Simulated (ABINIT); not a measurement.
A run of ABINIT 10.8.3 (patched build):

Contents of run.abi:

```
# Datasets: ground state, then fixed potential
ndtset 2

# Pseudopotentials
pp_dirpath "./"
pseudos "Si.GGA_PBE-JTH.xml"

# Structure
acell 3*1.0
rprim
     0.0000000000     5.0264796465     8.7744586245
     4.5774226902     0.0000000000     8.7744586245
     4.5774226902     5.0264796465     0.0000000000
ntypat 1
znucl 14
natom 4
typat 1 1 1 1
xcart
     4.5774226902     5.0264796465     3.8648103300
     4.5774226902     5.0264796465    13.6841069190
     4.5774226902     2.7404942062     8.7744586245
     4.5774226902     7.3124650868     8.7744586245
chkprim 0
chksymtnons 0
tolsym 1.0e-6

# Plane-wave basis
ecut 18.0
pawecutdg 36.0

# Exchange and correlation
ixc -497498
usekden 1
pawxcdev 0

# Bands and occupations
occopt 3
tsmear 0.05 eV

# SCF cycle
nstep 100

# Output
iomode 3
prtwf 0
prteig 0
prtebands 0
prtden1 1
prtkden1 1

# Dataset 1
kptopt1 1
ngkpt1 8 8 8
nshiftk1 1
shiftk1 0.0 0.0 0.0
nband1 12
tolvrs1 1.0e-7

# Dataset 2: bands along G-Y-C-D-X-G-Z-D1-H-C
iscf2 -2
getden2 1
getkden2 1
nband2 18
nbdbuf2 4
tolwfr2 1.0e-11
kptopt2 -9
ndivsm2 6
prteig2 1
kptbounds2
     0.0000000000     0.0000000000     0.0000000000
     0.5000000000     0.0000000000     0.5000000000
     0.5000000000     0.1107102089     0.6107102089
     0.0305829766     0.5000000000     0.5305829766
     0.0000000000     0.5000000000     0.5000000000
     0.0000000000     0.0000000000     0.0000000000
     0.5000000000     0.5000000000     0.0000000000
     0.9694170234     0.5000000000     0.4694170234
     0.9068050120     0.4068050120     0.5000000000
     0.5000000000     0.1107102089     0.6107102089
```

Potentials or basis: JTH PAW PBE v2.0.

The run is started by

```bash
$ mpirun --bind-to none -np 4 abinit run.abi > log 2>&1
```

Hardware: 4 MPI ranks on Intel(R) Xeon(R) 6975P-C (Granite Rapids) (shared host).

Task: Estimate the wall time of this run.

Result: Wall time 12 min on 4 MPI ranks on Intel(R) Xeon(R) 6975P-C (Granite Rapids), with other jobs on the host, peak memory 0.88 GiB a rank. Counts: scf iterations 10, mpi ranks 4, k points 95, bands 12, plane waves 1503.
